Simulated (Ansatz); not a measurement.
# MnSb (P6_3/mmc): a single-point run

Wanted: a converged single-point run for MnSb (P6_3/mmc), and a check of what comes out. The structure is shown as the input types it.

Program: Ansatz 0.2.0. Level of theory: DFT PBE, scalar-relativistic, plane waves, PAW. These are calculated values, not measurements.

1 further run of the same task is left out (set aside as unsound or not needed). Runs told in other sessions of the task aren't counted.

**1. The starting structure**

Symmetry: P6_3/mmc, No. 194, hexagonal system. The conventional cell has a = 3.279 Å, b = 3.279 Å, c = 4.475 Å, α = 90.00°, β = 90.00°, γ = 120.00°. Mn (site symmetry -3m) is surrounded by 6 Sb at 2.20 Å and 2 Mn at 2.24 Å. Sb (site symmetry -6m2) has 6 Mn at 2.20 Å in its first shell of neighbours.

As a file:

```cif
data_structure
_symmetry_space_group_name_H-M 'P 1'
_symmetry_Int_Tables_number 1
_cell_length_a 3.2788
_cell_length_b 3.2788
_cell_length_c 4.4748
_cell_angle_alpha 90.000
_cell_angle_beta 90.000
_cell_angle_gamma 120.000
_cell_volume 41.66
loop_
_atom_site_label
_atom_site_type_symbol
_atom_site_fract_x
_atom_site_fract_y
_atom_site_fract_z
_atom_site_occupancy
Mn1 Mn 0.00000 0.00000 0.00000 1
Mn2 Mn 0.00000 0.00000 0.50000 1
Sb1 Sb 0.33333 0.66667 0.25000 1
Sb2 Sb 0.66667 0.33333 0.75000 1
```

**2. Input and run**

Input file input.yaml:

```yaml
crystal:
  lattice:
    - [3.27880618, 0.0, 0.0]
    - [-1.63940309, 2.83952945, 0.0]
    - [0.0, 0.0, 4.47482936]
  atoms:
    - { symbol: Mn, position: [0.0, 0.0, 0.0], spin: 3.5 }
    - { symbol: Mn, position: [0.0, 0.0, 0.5], spin: 3.5 }
    - { symbol: Sb, position: [0.3333333333333, 0.6666666666667, 0.25] }
    - { symbol: Sb, position: [0.6666666666667, 0.3333333333333, 0.75] }
basis:
  ecutwfc: 420
  ecutrho_ratio: 4
kpoints:
  mp_grid: { grid: [10, 10, 6] }
hamiltonian:
  xc: pbe
scf:
  occupations: { method: gaussian, width: 0.05 }
  max_iter: 75
output:
  forces: true
  stress: true
magnetization:
  spin_polarized: true
```

Run with:

```sh
ansatz run input.yaml --threads 4 --pin off --max-ram 7168MiB --backend cpu --events-out ev --progress --plain --runs-dir out
```

Q: Will this input give a usable result? If not, why, and what should change?

This run ends as converged, with warnings (seeded moment not kept). It gives a pressure of 232 GPa, which is large; a structure far from rest gives such values too, whatever the setting.

The structure was scaled down until the atoms press into each other. The shortest distance in the input is 2.20 Å, between atoms 1 (Mn) and 3 (Sb).

The cure: use the intended lattice or bond lengths.
